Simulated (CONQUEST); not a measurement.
Te2Mo:

```
Te Mo
1.0
     3.51820    0.00000    0.00000
     0.00000    6.09370    0.00000
     0.00000    0.00000   13.97360
Te Mo
8 4
Direct
  0.00000 0.33333 0.62100
  0.50000 0.83333 0.62100
  0.00000 0.66667 0.12100
  0.50000 0.16667 0.12100
  0.00000 0.33333 0.87900
  0.50000 0.83333 0.87900
  0.00000 0.66667 0.37900
  0.50000 0.16667 0.37900
  0.00000 0.33333 0.25000
  0.50000 0.83333 0.25000
  0.00000 0.66667 0.75000
  0.50000 0.16667 0.75000
```

Base run:

| Quantity | Value |
| --- | --- |
| Program | CONQUEST 1.3 |
| Functional | PBE |
| Potentials or basis | PseudoDojo NC PBE, SZP, grid cutoff 120 Ha |
| k mesh | 6 × 4 × 2 |
| Occupations | fermi-dirac, width 0.05 eV |
| Spin | no spin polarisation |

Its results: band gap on the k mesh 0.82 eV; pressure 7.7 GPa; largest force 0.869 eV/Å.

After a change of settings the same cell gave: band gap on the k mesh 0.75 eV; pressure 7.7 GPa; largest force 0.868 eV/Å. Which change was it?
A. potentials or basis from PseudoDojo NC PBE, SZP, grid cutoff 120 Ha to PseudoDojo NC PBE, DZ, grid cutoff 120 Ha; k mesh from 6 × 4 × 2 to 4 × 3 × 1
B. potentials or basis from PseudoDojo NC PBE, SZP, grid cutoff 120 Ha to PseudoDojo NC PBE, DZP, grid cutoff 120 Ha; k mesh from 6 × 4 × 2 to 4 × 3 × 1
C. k mesh from 6 × 4 × 2 to 9 × 6 × 3
D. potentials or basis from PseudoDojo NC PBE, SZP, grid cutoff 120 Ha to PseudoDojo NC PBE, SZ, grid cutoff 120 Ha; k mesh from 6 × 4 × 2 to 4 × 3 × 1

C.

Caveats: the atomic basis is small; spin-orbit coupling is left out, which moves the levels of the heavy elements; this functional lacks dispersion, which binds the layers, so the pressure and a relaxed spacing across them are unreliable; the basis of atomic orbitals isn't converged, which shifts pressures, moduli and gaps; an odd mesh through Γ misses points on the zone boundary, where band edges often lie (some runs).
